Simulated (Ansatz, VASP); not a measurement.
TaSi5: VASP beside Ansatz

```xyz
6
Lattice="4.4987 0.0000 0.0000 -2.2493 3.8960 0.0000 0.0000 0.0000 5.0626" Properties=species:S:1:pos:R:3 pbc="T T T"
Ta    0.0000    0.0000    0.0000
Si    0.0000    2.5973    3.8078
Si    0.0000    2.5973    1.2548
Si    2.2493    1.2987    1.2548
Si    2.2493    1.2987    3.8078
Si    0.0000    0.0000    2.5313
```

Alike in both runs: functional PBE; k mesh 12 × 12 × 8; occupations gaussian, width 0.1 eV; no spin polarisation.

Ansatz relaxed the structure, and its values are those at the end. VASP's run is a single point on that final structure, the one shown.

|  | VASP | Ansatz |
| --- | --- | --- |
| version | VASP 6.6.1 | Ansatz 0.2.0 |
| potentials or method | VASP PAW PBE potentials, release 64 (Ta_pv, Si) | scalar-relativistic, plane waves, PAW |
| plane-wave cutoff (eV) | 520 | 420 |
| valence electrons in the cell | 31 | 33 |

|  | VASP | Ansatz | Ansatz less VASP |
| --- | --- | --- | --- |
| gap on the k mesh at the Fermi level (eV) | none | none | - |
| pressure (GPa) | 0.0 | 0.0 | -0.02 |

A gap of «none» marks a metal or a gap that the smearing closes. The two sets of potentials don't hold the same shells in valence.

Spin-orbit coupling is left out, which matters for the levels of Ta.
